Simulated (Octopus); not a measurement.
MoS2 in Octopus: the effect of potentials

Slab: MoS2, a slab with vacuum.

```
Mo S
1.0
     3.18413    0.00000    0.00000
    -1.59206    2.75753    0.00000
     0.00000    0.00000   17.33460
Mo S
1 2
Direct
  0.00000 0.00000 0.00000
  0.33333 0.66667 0.91051
  0.33333 0.66667 0.08949
```

Alike in all runs:

- Program: Octopus 16.4
- Task: single point
- Functional: PBE
- Grid spacing: 0.145 × 0.145 × 0.148 Å
- k mesh: 7 × 7 × 1
- Occupations: fermi-dirac, width 0.05 eV
- Spin: no spin polarisation

```tsv
potentials	gap on the mesh (eV)	largest force (eV/Å)
pseudodojo_pbe (PseudoDojo 0.5, PBE)	1.86	0.24
sg15 (PBE)	1.85	0.26
pseudodojo_pbesol (PseudoDojo 0.4, PBEsol)	1.85	0.20
pseudodojo_lda (PseudoDojo 0.4, LDA)	?	?
hgh_lda (LDA)	1.90	0.01
```

Q: What does the run with potentials pseudodojo_lda (PseudoDojo 0.4, LDA) give?

A: gap on the mesh 1.84 eV; largest force 0.11 eV/Å.

Caveats: there is no dipole correction across the vacuum; the potentials were made for another functional, which shifts forces and pressure (some runs); this is an older set of potentials, less accurate than current ones (some runs).

A k mesh can miss the band edges.

The runs don't all hold the same shells in valence.
